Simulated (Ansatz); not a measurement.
# BAs: the cost of one run

Computed with Ansatz 0.2.0 (DFT PBE, scalar-relativistic, unless a step's input says otherwise).

## (1) The structure to begin with

Symmetry: F-43m, No. 216, cubic system. The conventional cell has a = 4.777 Å, b = 4.777 Å, c = 4.777 Å, α = 90.00°, β = 90.00°, γ = 90.00°. B (site symmetry -43m) has 4 As at 2.07 Å as nearest neighbours. Around As (site symmetry -43m) lie 4 B at 2.07 Å.

As a file:

```cif
data_structure
_symmetry_space_group_name_H-M 'P 1'
_symmetry_Int_Tables_number 1
_cell_length_a 3.3778
_cell_length_b 3.3778
_cell_length_c 3.3778
_cell_angle_alpha 60.000
_cell_angle_beta 60.000
_cell_angle_gamma 60.000
_cell_volume 27.25
loop_
_atom_site_label
_atom_site_type_symbol
_atom_site_fract_x
_atom_site_fract_y
_atom_site_fract_z
_atom_site_occupancy
B1 B 0.00000 0.00000 0.00000 1
As1 As 0.75000 0.75000 0.75000 1
```

Atoms are numbered in the order of the input: B1, As2.

## (2) The deformed structure

Space group F-43m before, I-4m2 after.

## (3) All-electron LAPW

input.yaml reads:

```yaml
crystal:
  lattice:
    - [0.0, 2.34073, 2.3885]
    - [2.34073, 0.0, 2.3885]
    - [2.34073, 2.34073, 0.0]
  atoms:
    - { symbol: B, position: [0.0, 0.0, 0.0] }
    - { symbol: As, position: [0.75, 0.75, 0.75] }
kpoints:
  mp_grid: { grid: [15, 15, 15] }
  band_path:
    path:
      - [0.0, 0.0, 0.0]
      - [0.5, 0.0, 0.5]
      - [0.75, 0.25, 0.5]
      - [0.5, 0.5, 0.5]
      - [0.0, 0.0, 0.0]
      - [0.5, 0.5, 0.0]
      - [0.62995, 0.62995, 0.2599]
      - [0.37005, 0.37005, 0.7401]
      - [0.0, 0.0, 0.0]
    npoints: 5
scf:
  occupations: { method: fermi_dirac, width: 0.03 }
hamiltonian:
  xc: pbe
  pseudopotentials: { kind: all_electron, lapw: { basis_error: 0.00025 } }
output:
  forces: true
  stress: true
  eigenvalues: true
```

Command:

```console
$ ansatz run input.yaml --threads 1 --pin off --max-ram 3072MiB --backend cpu --events-out ev --progress --plain --runs-dir out
```

**Question.** How long does this run take on 1 thread of Intel Xeon Platinum 8488C (Sapphire Rapids), shared host, and how much memory does it need?

About 54 s, with a peak of 0.72 GiB.
